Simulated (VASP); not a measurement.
# GaP (F-43m) in VASP: settings compared

Aim: see how the results for GaP move with the level of theory and the settings. Levels: PBEsol, LDA, PBE. Tasks: dielectric tensor, elastic constants, G0W0 quasiparticle levels.

All numbers are computed with VASP 6.6.1; they aren't measurements. Logs are shortened: lines on timing, memory, paths and dates and some standing lists are left out, and cuts for length are marked.

### Step 1. Starting point

It takes space group F-43m (No. 216, cubic). The conventional cell has a = 5.437 Å, b = 5.437 Å, c = 5.437 Å, α = 90.00°, β = 90.00°, γ = 90.00°. Ga (site symmetry -43m) has 4 P at 2.35 Å as nearest neighbours. P (site symmetry -43m) is surrounded by 4 Ga at 2.35 Å.

### Step 2. Dielectric tensor, PBEsol

File INCAR:

```
PREC = Accurate ; ENCUT = 600
EDIFF = 1E-8 ; ISMEAR = 0
SIGMA = 0.03 ; LREAL = F
LASPH = T ; NELM = 80
ALGO = Fast ; ISIF = 2
LWAVE = F ; LCHARG = F
GGA = PS ; LEPSILON = T
```

File KPOINTS:

```
Automatic mesh
0
Monkhorst-Pack
  14 14 14
```

File POSCAR:

```
GaP                                     
1.0
    0.0000000000      2.7184163015      2.7184163015
    2.7184163015      0.0000000000      2.7184163015
    2.7184163015      2.7184163015      0.0000000000
  Ga              P             
     1     1
Direct
     0.0000000000000000    0.0000000000000000    0.0000000000000000
     0.2500000000000000    0.2500000000000000    0.2500000000000000
```

Potentials or basis: VASP PAW PBE potentials, release 64 (Ga_d, P).

The run is started by

```console
cat potpaw_PBE.64/Ga_d/POTCAR potpaw_PBE.64/P/POTCAR > POTCAR
mpirun -np 1 vasp_std > vasp.out
```

OUTCAR:

```text
PREC = Accurate
   ENCUT = 600
   EDIFF = 1E-8
   ISMEAR = 0
   LREAL = F
   LASPH = T
   NELM = 80
   ISIF = 2
   GGA = PS
   LEPSILON = T

 ion  position               nearest neighbor table
   1  0.000  0.000  0.000-   2 2.35   2 2.35   2 2.35   2 2.35
   2  0.250  0.250  0.250-   1 2.35   1 2.35   1 2.35   1 2.35

  LATTYP: Found a face centered cubic cell.
 ALAT       =     5.4368326030

  Lattice vectors:

 A1 = (   0.0000000000,   2.7184163015,   2.7184163015)
 A2 = (   2.7184163015,   0.0000000000,   2.7184163015)
 A3 = (   2.7184163015,   2.7184163015,   0.0000000000)

Analysis of symmetry for initial positions (statically):
=====================================================================
 Subroutine PRICEL returns:
 Original cell was already a primitive cell.

 Routine SETGRP: Setting up the symmetry group for a
 face centered cubic supercell.

 Subroutine GETGRP returns: Found 24 space group operations
 (whereof 24 operations were pure point group operations)
 out of a pool of 48 trial point group operations.

The static configuration has the point symmetry T_d .

Analysis of symmetry for dynamics (positions and initial velocities):
=====================================================================
 Subroutine PRICEL returns:
 Original cell was already a primitive cell.

 Routine SETGRP: Setting up the symmetry group for a
 face centered cubic supercell.

 Subroutine GETGRP returns: Found 24 space group operations
 (whereof 24 operations were pure point group operations)
 out of a pool of 48 trial point group operations.

The dynamic configuration has the point symmetry T_d .

 Subroutine INISYM returns: Found 24 space group operations
 (whereof 24 operations are pure point group operations),
 and found     1 'primitive' translations

----------------------------------------------------------------------------------------

                                     Primitive cell

  volume of cell :      40.1770

  direct lattice vectors                    reciprocal lattice vectors
     0.000000000  2.718416302  2.718416302    -0.183930622  0.183930622  0.183930622
     2.718416302  0.000000000  2.718416302     0.183930622 -0.183930622  0.183930622
     2.718416302  2.718416302  0.000000000     0.183930622  0.183930622 -0.183930622

  length of vectors
     3.844421202  3.844421202  3.844421202     0.318577182  0.318577182  0.318577182

  position of ions in fractional coordinates (direct lattice)
     0.000000000  0.000000000  0.000000000
     0.250000000  0.250000000  0.250000000

  ion indices of the primitive-cell ions
   primitive index   ion index
                 1           1
                 2           2

----------------------------------------------------------------------------------------

 KPOINTS: Automatic mesh

Automatic generation of k-mesh.
 Grid dimensions read from file:
 generate k-points for:   14   14   14

 Generating k-lattice:

  Cartesian coordinates                     Fractional coordinates (reciprocal lattice)
    -0.013137902  0.013137902  0.013137902     0.071428571  0.000000000  0.000000000
     0.013137902 -0.013137902  0.013137902     0.000000000  0.071428571  0.000000000
     0.013137902  0.013137902 -0.013137902     0.000000000  0.000000000  0.071428571

  Length of vectors
     0.022755513  0.022755513  0.022755513

  Shift w.r.t. Gamma in fractional coordinates (k-lattice)
     0.500000000  0.500000000  0.500000000

 Subroutine IBZKPT returns following result:
 ===========================================

 Found    280 irreducible k-points:

[... 77 lines left out ...]
 RMM-DIIS sequential band-by-band and
 Gauss-broadening in eV      SIGMA  =   0.03
  energy-cutoff  :      600.00
  volume of cell :       40.18
 maximum number of plane-waves:      1363
   NGX = 15   NGY = 15   NGZ = 15

--------------------------------------- Ionic step        1  -------------------------------------------

 number of electron      18.0000006 magnetization

 E-fermi :   4.7509     XC(G=0): -10.0558

 val. band max:        4.6219740225   @ k =   0.0357   0.0357   0.0357
 cond. band min:       6.1548471588   @ k =   0.4643   0.4643   0.0357
 fundamental gap:      1.5328731363
 Fermi energy:         4.7509249127

 k-point     1 :       0.0357    0.0357    0.0357
  band No.  band energies     occupation
      1      -9.9099      2.00000
      2      -9.9082      2.00000
      3      -9.9082      2.00000
      4      -9.8055      2.00000
      5      -9.8055      2.00000
      6      -7.9197      2.00000
      7       4.4255      2.00000
      8       4.6220      2.00000
      9       4.6220      2.00000
     10       6.6069      0.00000
     11       8.4940      0.00000
     12       8.5038      0.00000
     13       8.5038      0.00000
[... 354 lines left out ...]
  band No.  band energies     occupation
      1      -9.9702      2.00000
      2      -9.8881      2.00000
      3      -9.8857      2.00000
      4      -9.8077      2.00000
      5      -9.8000      2.00000
      6      -6.7536      2.00000
      7      -0.0793      2.00000
      8       2.9674      2.00000
      9       3.8587      2.00000
     10       7.2240      0.00000
     11       9.1747      0.00000
     12       9.7210      0.00000
     13      11.1992      0.00000

 [... further k-points ...]

  FORCE on cell =-STRESS in cart. coord.  units (eV):
  Direction    XX          YY          ZZ          XY          YZ          ZX
  --------------------------------------------------------------------------------------
  -------------------------------------------------------------------------------------
  Total        0.0033923      0.0033923      0.0033923     -0.0000000      0.0000000     -0.0000000
  in kB        0.1352785      0.1352785      0.1352785     -0.0000000      0.0000000     -0.0000000
  external PRESSURE =       0.1352785 kB  Pullay stress =       0.0000000 kB

 VOLUME and BASIS-vectors are now :
 -----------------------------------------------------------------------------
  energy-cutoff  :      600.00
  volume of cell :       40.18
      direct lattice vectors                 reciprocal lattice vectors
     0.000000000  2.718416302  2.718416302    -0.183930622  0.183930622  0.183930622
     2.718416302  0.000000000  2.718416302     0.183930622 -0.183930622  0.183930622
     2.718416302  2.718416302  0.000000000     0.183930622  0.183930622 -0.183930622

 POSITION                                       TOTAL-FORCE (eV/Angst)
 -----------------------------------------------------------------------------------
      0.00000      0.00000      0.00000         0.000000      0.000000      0.000000
      1.35921      1.35921      1.35921        -0.000000     -0.000000     -0.000000
 -----------------------------------------------------------------------------------
    total drift:                                0.000001      0.000001      0.000001

  FREE ENERGIE OF THE ION-ELECTRON SYSTEM (eV)
  ---------------------------------------------------
  free  energy   TOTEN  =        -9.9238196428 eV

  energy  without entropy=       -9.9238196428  energy(sigma->0) =       -9.92381964

 HEAD OF MICROSCOPIC STATIC DIELECTRIC TENSOR (INDEPENDENT PARTICLE, excluding Hartree and local field effects)
 ------------------------------------------------------
          11.230131     0.000000    -0.000000
          -0.000000    11.230131     0.000000
           0.000000     0.000000    11.230131
 ------------------------------------------------------

 Free energy of the ion-electron system (eV)
  ---------------------------------------------------
  ---------------------------------------------------
  free energy    TOTEN  =        -1.13961223 eV

  energy without entropy =       -1.13961223

------------------------ aborting loop because EDIFF is reached ----------------------------------------

--------------------------------------- Ionic step        2  -------------------------------------------

------------------------ aborting loop because EDIFF is reached ----------------------------------------

--------------------------------------- Ionic step        3  -------------------------------------------

 Free energy of the ion-electron system (eV)
  ---------------------------------------------------
  ---------------------------------------------------
  free energy    TOTEN  =        -1.13961449 eV

  energy without entropy =       -1.13961449

------------------------ aborting loop because EDIFF is reached ----------------------------------------

 PIEZOELECTRIC TENSOR FIELD DIRECTION 3  (e Angst)
 -----------------------------------------------------------------------------
    -0.00013 -1.96241  0.00000           ( -0.00000 -0.03971  0.00000)
    -1.96241 -0.00013  0.00000           ( -0.03971 -0.00000  0.00000)
     0.00000  0.00000 -0.00109           (  0.00000  0.00000 -0.00000)

 PIEZOELECTRIC TENSOR FIELD DIRECTION 3  (C/m^2)
 -----------------------------------------------------------------------------
    -0.00005 -0.78257  0.00000
    -0.78257 -0.00005  0.00000
     0.00000  0.00000 -0.00043

 MACROSCOPIC STATIC DIELECTRIC TENSOR (including local field effects in DFT)
 ------------------------------------------------------
          10.595376     0.000000    -0.000000
           0.000000    10.595376    -0.000000
           0.000000     0.000000    10.595376
 ------------------------------------------------------

 PIEZOELECTRIC TENSOR (including local field effects)  for field in x, y, z        (e  Angst)
          XX          YY          ZZ          XY          YZ          ZX
  --------------------------------------------------------------------------------
  x    -0.00000     0.00000     0.00000     0.00000    -1.96376     0.00000
  y    -0.00000     0.00000     0.00000     0.00000    -0.00000    -1.96376
  z     0.00000     0.00000    -0.00000    -1.96376     0.00000    -0.00000

 PIEZOELECTRIC TENSOR (including local field effects)  for field in x, y, z        (C/m^2)
          XX          YY          ZZ          XY          YZ          ZX
  --------------------------------------------------------------------------------
  x    -0.00000     0.00000     0.00000     0.00000    -0.78311     0.00000
  y    -0.00000     0.00000     0.00000     0.00000    -0.00000    -0.78311
  z     0.00000     0.00000    -0.00000    -0.78311     0.00000    -0.00000

 BORN EFFECTIVE CHARGES (including local field effects) (in |e|, cummulative output)
 ---------------------------------------------------------------------------------
 ion    1
    1     2.12666    -0.00000     0.00000
    2     0.00000     2.12666    -0.00000
    3     0.00000    -0.00000     2.12666
 ion    2
    1    -2.12666     0.00000    -0.00000
    2     0.00000    -2.12666     0.00000
    3     0.00000     0.00000    -2.12666
```

Wall time 46 min (1 thread of Intel Xeon Platinum 8259CL at 2.50GHz (Skylake/Cascade Lake), shared host); peak memory 2 GiB.

Results:

```
Electronic dielectric tensor (diagonal) : 10.60
Born charges (mean of the diagonal)     : Ga +2.13; P -2.13 e
```

Levels at points of the mesh, in eV from the valence-band top:
| k point | band 6 | band 7 | band 8 | band 9 | band 10 | band 11 | band 12 | band 13 |
| --- | --- | --- | --- | --- | --- | --- | --- | --- |
| (0.04, 0.04, 0.04) | -12.54 | -0.20 | 0.00 | 0.00 | 1.98 | 3.87 | 3.88 | 3.88 |

Electronic dielectric tensor:
```
10.60  0.00  0.00
 0.00 10.60  0.00
 0.00  0.00 10.60
```

Born effective charge tensors (e):
atom 1, Ga
```
2.13 0.00 0.00
0.00 2.13 0.00
0.00 0.00 2.13
```
atom 2, P
```
-2.13  0.00  0.00
 0.00 -2.13  0.00
 0.00  0.00 -2.13
```

Caveat: the PAW data sets were made with another functional, which shifts forces and pressure a little.

(Part 1 of 3 ends here.)
